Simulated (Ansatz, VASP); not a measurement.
**MgS in VASP and in Ansatz**

```
Mg S
1.0
     2.55085    2.55085    0.00000
    -2.55085    2.55085    0.00000
     0.00000    2.55085    2.55085
Mg S
1 1
Direct
  0.00000 0.00000 0.00000
  0.50000 0.50000 0.00000
```

Alike in both runs: functional PBEsol; k mesh 8 × 8 × 8; no spin polarisation.

Ansatz relaxed the structure, and its values are those at the end. VASP's run is a single point on that final structure, the one shown.

|  | VASP | Ansatz |
| --- | --- | --- |
| version | VASP 6.6.1 | Ansatz 0.2.0 |
| potentials or method | VASP PAW PBE potentials, release 64 (Mg, S) | PAW with Ansatz's default frozen-core files, scalar-relativistic |
| plane-wave cutoff (eV) | 520 | 420 |
| occupations | gaussian, width 0.01 eV | fixed |
| valence electrons in the cell | 8 | 16 |

|  | VASP | Ansatz | Ansatz less VASP |
| --- | --- | --- | --- |
| pressure (GPa) | 3.8 | 4.0 | +0.19 |

The two sets of potentials don't hold the same shells in valence.

Caveats: the PAW data sets were made with another functional, which shifts forces and pressure a little (VASP). A k mesh can miss the band edges.
